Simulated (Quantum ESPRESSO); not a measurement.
# Pressure coefficient of the lowest conduction level at Γ in six wurtzite crystals, calculated with PBEsol

AlN is almost four times as stiff as CdSe, so one gigapascal compresses it only about a quarter as much. Yet its lowest conduction level at Γ rises slightly faster with pressure, by 41.0 against 38.5 meV/GPa. We examine how this coefficient depends on the bulk modulus and the bond length in six wurtzite crystals. The question matters wherever pressure is used to identify an optical transition, or where strain shifts the levels of a layered device. All coefficients are PBEsol slopes at zero pressure. The level is counted from the valence-band top at Γ, so a positive value means that the separation between the two grows under compression.

## Method

Each crystal was first relaxed at zero pressure. Quantum ESPRESSO 7.5, plane waves, GBRV 1.5 ultrasoft potentials, PBEsol, cutoff 680 eV, no spin polarisation, no spin-orbit coupling. Cells are relaxed at negative and positive pressures between −4 and 10 GPa; each value is the slope at zero pressure of a parabola through four or more points. Levels are counted from the valence-band top at Γ and read on lines from Γ.

Notes on method and selection:

- Semilocal gaps are too small, but their slopes are usually closer to measurement than the gaps.
- Runs that did not converge, have known faults or may not be shown are not listed, and runs on Ansatz's PAW sets soft_1 and soft_2 are kept to separate tables.

Columns:

- B0 (GPa): bulk modulus, −dP/d ln V at zero pressure from the same cells.
- Γ level (eV): lowest empty level at Γ above the valence top, relaxed cell.
- bond length (Å): shortest bond in the relaxed cell.
- Γ (meV/GPa): d(E_Γ − E_v)/dP for the lowest empty level at Γ.

Input lines of one member:

```
calculation = 'vc-relax'
tstress = .true.
tprnfor = .true.
forc_conv_thr = 3.0e-4
etot_conv_thr = 4.0e-5
nstep = 70
ibrav = 0
nat = 4
ntyp = 2
ecutwfc = 50
ecutrho = 400
occupations = 'smearing'
smearing = 'fd'
degauss = 0.00147
```

## Computed values

| member | B0 (GPa) | Γ level (eV) | bond length (Å) | Γ (meV/GPa) |
| --- | --- | --- | --- | --- |
| CdSe | 52 | 0.51 | 2.631 | 38.5 |
| CdS | 61 | 1.06 | 2.520 | 35.4 |
| ZnO | 148 | 0.72 | 1.969 | 9.5 |
| GaN | 192 | 1.89 | 1.946 | 34.2 |
| AlN | 201 | 4.08 | 1.892 | 41.0 |
| SiC | 222 | 4.74 | 1.883 | 37.0 |

Least-squares fits to the whole series, with x = B0 (GPa); R² and errors in the fitted variable (y, or ln y where the fit is in ln y):

| y | members | fit | R² | rms residual | leave-one-out rms | the same for the mean of the others |
| --- | --- | --- | --- | --- | --- | --- |
| Γ (meV/GPa) | 6 | y = 29.34 + 342.9 / x | 0.04 | 10 | 13 | 13 (fit no better) |

## What drives the series

Stiffness alone does not order the coefficients. The fit in $1/B_0$ has an R² of 0.04, and its leave-one-out error of 13 meV/GPa equals that of the mean of the other members. Five crystals lie between 34.2 and 41.0 meV/GPa, while ZnO has 9.5.

A simple model shows how stiffness can drop out. Let $E$ be the level above the valence top and $c = dE/dP$.

First, pressure acts through the volume. Since $d\ln V = -dP/B_0$,

$$c = -\frac{a}{B_0}, \qquad a = \frac{dE}{d\ln V}.$$

Second, we assume that all bonds shorten in proportion, so that $V \propto d^3$ and $d\ln V = 3\,d\ln d$.

Third, the conduction level is taken as an antibonding s state and the valence top as a bonding p state. Shorter bonds couple the orbitals more strongly and push the two levels apart. We write this as

$$E = C + K d^{-m},$$

where $C$ belongs to each crystal and $K$ and $m$ are common to all. Differentiation gives $a = -(m/3)\,K d^{-m}$, and therefore

$$c = \frac{A\,d^{-m}}{B_0}, \qquad A = \frac{mK}{3}.$$

Two parameters remain, $A$ and $m$. A short bond raises the numerator, but it also goes with a large $B_0$: in the table the bond length falls from row to row as the bulk modulus rises. The two effects therefore oppose each other.

The first step can be applied to the table directly. For CdSe, $a$ = −52 × 38.5 / 1000 = −2.00 eV, and for AlN, $a$ = −201 × 41.0 / 1000 = −8.24 eV. The level of AlN responds about four times as strongly to a given relative change of volume, which offsets its greater stiffness.

## Testing the model

We fix the model on CdSe and AlN, the softest crystal and the one with the largest coefficient. The exponent follows from the ratio of their $a$ values:

$m$ = ln[(201 × 41.0) / (52 × 38.5)] / ln(2.631 / 1.892) = 4.29

With CdSe as the reference, the other four coefficients are:

- CdS: 38.5 × (52 / 61) × (2.631 / 2.520)^4.29 = 39.5 meV/GPa; the table has 35.4.
- GaN: 38.5 × (52 / 192) × (2.631 / 1.946)^4.29 = 38.0 meV/GPa; the table has 34.2.
- SiC: 38.5 × (52 / 222) × (2.631 / 1.883)^4.29 = 37.9 meV/GPa; the table has 37.0.
- ZnO: 38.5 × (52 / 148) × (2.631 / 1.969)^4.29 = 46.9 meV/GPa; the table has 9.5.

Over all six rows the rms miss is about 15 meV/GPa, while the scatter about the plain mean is about 11. Without ZnO both are between 2 and 3. The model therefore predicts no better than a constant, and its use is to show the cancellation.

The exponent should not be read as the law of a single bond. Simple theory of the s–s and p–p coupling between neighbouring atoms gives $m$ near 2. Starting from AlN, that value would give CdSe 41.0 × (201 / 52) × (1.892 / 2.631)^2 = 82.0 meV/GPa, about twice the calculated 38.5. The fitted 4.29 thus also absorbs a change of chemistry between the two crystals, such as bond polarity and the Cd d electrons.

## Exceptions

ZnO is the one large departure: the model puts it too high by 46.9 − 9.5 = 37.4 meV/GPa. Over 10 GPa that would amount to about 0.37 eV, far more than mesh or relaxation errors normally cause. GaN has nearly the same bond length, yet its $a$ is −192 × 34.2 / 1000 = −6.57 eV, against −148 × 9.5 / 1000 = −1.41 eV for ZnO. For both crystals, runs above 10 GPa were left out of the fits, so the two slopes should not be carried beyond that pressure.

The assumption most likely to fail here is the common $K$. In ZnO the filled Zn d levels lie close below the oxygen p levels and push the valence top upwards. Compression strengthens this push and so slows the opening of the gap. The more polar bond of ZnO may act in the same direction. The table holds neither the d levels nor a measure of polarity, so both explanations come from general theory and are not tested here. Semilocal functionals place the Zn d levels too high, which exaggerates the repulsion, so the calculated slope is probably too small.

The close agreement for SiC deserves some caution. In wurtzite, states from the zinc-blende L point fold onto Γ, and the lowest Γ level of SiC may be one of these rather than the s-like state assumed. Nor is this level the bottom of the conduction band. That lies away from Γ, and the gap to it narrows under pressure, so 37.0 meV/GPa is not the coefficient of the SiC band gap. In AlN the valence top is a single state instead of a degenerate pair, so its slope also contains the pressure shift of that splitting.

## Summary

The relation $c = -a/B_0$ holds for every crystal by the definition of $a$, but $B_0$ alone does not give the coefficient, because $a$ changes as well. Between 52 and 222 GPa, five of the six crystals stay within 41.0 − 34.2 = 6.8 meV/GPa of one another. Their mean of about 37 meV/GPa describes these five only, and they were grouped after ZnO had been seen to depart. We have not tried it on any crystal outside the table. ZnO lies well inside the same range of stiffness and has only about a quarter of that value, so the mean is no reliable estimate for a further wurtzite crystal. Six members, with failed runs left out, are also a small basis.

The model overestimates ZnO by roughly 37 meV/GPa. Repulsion between d and p levels and strong polarity are plausible reasons, but the table tests neither. CdSe and CdS also have filled d levels and still lie near the mean of the five, so the presence of such levels does not by itself tell which crystal will depart.

[Logs are printed without paths, hosts, clocks, repeated set-up lines and the standing remarks that a program may print on its own settings, such as how far it seeks lower states.]
